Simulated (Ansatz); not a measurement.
# Cu: the cost of one run

Program: Ansatz 0.2.0. Level of theory: DFT PBE, scalar-relativistic, plane waves, PAW. These are calculated values, not measurements.

20 further runs of the same task are left out: 1 that didn't finish, 19 set aside as unsound or not needed.

## (1) The structure to begin with

The structure is cubic, space group Fm-3m (No. 225). Conventional cell: a = 3.629 Å, b = 3.629 Å, c = 3.629 Å, α = 90.00°, β = 90.00°, γ = 90.00°. Cu (site symmetry m-3m) is surrounded by 12 Cu at 2.57 Å.

As a file:

```cif
data_structure
_symmetry_space_group_name_H-M 'Fm-3m'
_symmetry_Int_Tables_number 225
_cell_length_a 3.6286
_cell_length_b 3.6286
_cell_length_c 3.6286
_cell_angle_alpha 90.000
_cell_angle_beta 90.000
_cell_angle_gamma 90.000
_cell_volume 47.78
loop_
_atom_site_label
_atom_site_type_symbol
_atom_site_symmetry_multiplicity
_atom_site_Wyckoff_symbol
_atom_site_fract_x
_atom_site_fract_y
_atom_site_fract_z
_atom_site_occupancy
Cu1 Cu 4 a 0.00000 0.00000 0.00000 1
```

It is the result of an earlier relaxation at this level (volume 11.94 Å³/atom; gap on the mesh: none (metal)).

## (2) Plan of the line

The energy is mapped over volume and the cell's shape.

- volume per atom: 7 values from 10.03 to 13.86 Å³
- c/a of the conventional cell: 9 values from 0.629 to 1.167

Nothing else is relaxed (symmetry fixes all fractional coordinates). Energies count from the relaxed crystal. Points are written as (first, second).

## (3) Grid point (12.58 Å³, 0.629)

Input file input.yaml:

```yaml
crystal:
  lattice:
    - [0.0, 2.1542634721, 1.3554625767]
    - [2.1542634721, 0.0, 1.3554625767]
    - [2.1542634721, 2.1542634721, 0.0]
  atoms:
    - { symbol: Cu, position: [0.0, 0.0, 0.0] }
basis:
  ecutwfc: 520.0
kpoints:
  mp_grid: { grid: [24, 24, 24] }
hamiltonian:
  xc: pbe
  pseudopotentials: { kind: paw, azcp: { folder: soft_1 } }
scf:
  occupations: { method: gaussian, width: 0.15 }
output:
  forces: true
  stress: true
  eigenvalues: true
```

Launch:

```bash
ansatz run input.yaml --threads 1 --pin off --max-ram 2048MiB --backend cpu --events-out ev --progress --plain --runs-dir out
```

What time and memory should one allow on 1 thread of Arm Neoverse N1, shared host?

About 28 s, with a peak of 0.5 GiB.
